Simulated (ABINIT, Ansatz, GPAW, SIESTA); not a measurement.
## Al2Ru: programs and potentials compared

```
CELL_PARAMETERS angstrom
-1.56042 1.56042 4.22181
1.56042 -1.56042 4.22181
1.56042 1.56042 -4.22181
ATOMIC_POSITIONS crystal
Ru 0.00000 0.00000 0.00000
Al 0.34080 0.34080 0.00000
Al 0.65920 0.65920 0.00000
```

The cell comes from a database or a generator and needn't be the stable form of this composition.

Alike in all runs: task single point; functional PBEsol; k mesh 12 × 12 × 12; occupations fermi-dirac, width 0.05 eV; no spin polarisation; no spin-orbit coupling. Pressure is positive in compression and, in plane waves, holds the error of the finite cutoff, which Ansatz's Pulay term estimates and takes out.

| program and potentials | plane-wave cutoff (eV) | notes | band gap (eV) | pressure (GPa) |
| --- | --- | --- | --- | --- |
| Ansatz, Ansatz PAW | 420 | potentials made for PBE, which Ansatz adapts in part; Pulay term of +0.05 GPa included | no gap | -0.43 |
| Ansatz, all-electron LAPW, scalar-relativistic | - | - | no gap | -0.49 |
| ABINIT, PseudoDojo NC SR PBEsol v0.4.1 standard | 1143 | - | no gap | -0.45 |
| GPAW, PAW data sets generated for this functional | 600 | - | no gap | 0.30 |
| SIESTA, files PseudoDojo sr-pbesol-0.4.1-standard, DZP (energy shift 0.003 Ry; two zetas on semicore shells) | - | atomic basis | no gap | 0.88 |

Force on atom 3 (Al), eV/Å:

```tsv
program and potentials	x	y	z
Ansatz, Ansatz PAW	0.000	0.000	-0.048
Ansatz, all-electron LAPW, scalar-relativistic	0.000	0.000	-0.046
ABINIT, PseudoDojo NC SR PBEsol v0.4.1 standard	0.000	0.000	-0.031
SIESTA, files PseudoDojo sr-pbesol-0.4.1-standard, DZP (energy shift 0.003 Ry; two zetas on semicore shells)	0.000	0.000	0.057
```

None finds a gap. The pressure spans -0.49 (Ansatz, all-electron LAPW, scalar-relativistic) to 0.88 GPa (SIESTA, files PseudoDojo sr-pbesol-0.4.1-standard, DZP (energy shift 0.003 Ry; two zetas on semicore shells)), with all-electron results at -0.49. Rows in atomic bases carry the error of their basis and grid, which can be large.

Differences between rows come from potentials, basis sets and numerical settings, since the functional is the same but for its coding. Runs on potential files found faulty are left out.
